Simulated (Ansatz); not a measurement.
Runs of Ansatz 0.2.0 on CoO. It takes space group Pm-3m (No. 221, cubic). Conventional cell: a = 2.571 Å, b = 2.571 Å, c = 2.571 Å, α = 90.00°, β = 90.00°, γ = 90.00°. Co (site symmetry m-3m) is surrounded by 8 O at 2.23 Å. O (site symmetry m-3m) has 8 Co at 2.23 Å as nearest neighbours. Measurements of this composition are mostly on another form, of space group No. 225.

```tsv
task	level	U	k mesh	smearing	hubbard projectors	double counting	gap on the mesh (eV)	pressure (GPa)	moment (μB)
density of states	PBE+U	Co d U = 2 eV	10 × 10 × 5	fermi-dirac 0.05 eV	ortho-atomic (the default)	fll (the default)	(a)	16.4	0.00
density of states	PBE+U	Co d U = 3 eV	10 × 10 × 5	fermi-dirac 0.05 eV	ortho-atomic (the default)	fll (the default)	(c)	18.5	0.00
density of states	PBE+U	Co d U = 6 eV	10 × 10 × 5	fermi-dirac 0.05 eV	ortho-atomic (the default)	fll (the default)	2.17	24.6	0.00
single point	LDA+U	Co d U = 4 eV	7 × 7 × 4	gaussian 0.05 eV	ortho-atomic (the default)	fll (the default)	2.21	-0.4	0.00
density of states	PBE	-	10 × 10 × 5	fermi-dirac 0.05 eV	-	-	(b)	10.6	0.00
```

Alike in all rows: potentials or basis Ansatz PAW; spin collinear, antiferromagnetic start; cell another cell of the same crystal, with 4 atoms; cutoff (eV) 420.

**Question.** Estimate the missing entries.

**Answer.** (a) 1.61; (b) none; (c) 2.22.

Caveats: the magnetic or orbital state may not be the lowest (some runs); odd divisions of the mesh miss points on the zone boundary, where band edges often lie, so the gap on the mesh can be too wide (some runs); the density of states is complete only up to the lowest level of the last band computed (some runs); the PAW data sets come from PBE, with cores solved anew for the run's functional, which leaves a small shift of forces and pressure (some runs); semilocal functionals often make such compounds metallic where correlation or magnetic order opens a gap, which also shifts bond lengths (some runs).

A k mesh can miss the band edges.

Not every run made on this cell is shown here.
